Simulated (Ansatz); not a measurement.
Runs of Ansatz 0.2.0 on Ge. The structure is orthorhombic, space group Cmcm (No. 63). Conventional cell: a = 2.976 Å, b = 5.189 Å, c = 4.728 Å, α = 90.00°, β = 90.00°, γ = 90.00°. Around Ge (site symmetry m2m) lie 12 Ge at 2.92 to 2.99 Å. This isn't the form of Ge at room conditions, which is diamond.

```csv
task,level,spin,cell,k mesh,cutoff (eV),points for each segment of the path,gap on the mesh (eV),pressure (GPa),largest force (eV/Å)
relaxation of cell and atoms,HSEsol,off,relaxed,5 × 5 × 3,420,-,none,0.0,-
single point,PBE0,"SOC, no magnetisation",as given,4 × 4 × 3,420,-,none,3.8,0.06
band structure,HSEsol,off,as given,5 × 5 × 3,420,4,none,0.4,0.01
band structure,HSE03,off,as given,5 × 5 × 3,420,4,none,3.1,0.01
single point,B3LYP,off,as given,5 × 5 × 3,420,-,none,9.7,(b)
single point,r2SCAN50,off,as given,5 × 5 × 3,500,-,none,(c),0.10
band structure,HSE06,off,as given,5 × 5 × 3,420,4,none,2.7,-
single point,PBE0,off,as given,5 × 5 × 3,420,-,none,(a),0.09
```

Alike in all rows: potentials or basis Ansatz PAW; smearing fermi-dirac 0.05 eV; the mesh is coarse, so values aren't converged.

Question: Estimate the missing entries.

Answer: (a) 2.3; (b) 0.08; (c) -0.2.

Caveats: all runs use coarse meshes; the PAW data sets come from PBE, with cores solved anew for the run's functional, which leaves a small shift of forces and pressure; the thresholds are loose for stress (some runs); the plane-wave basis is chosen anew once the cell has moved, so the energies of steps on either side of that aren't comparable (some runs).

A k mesh can miss the band edges, and rows without SOC leave out spin-orbit coupling on Ge.

A gap of «none» marks a metal or a gap under the smearing width.
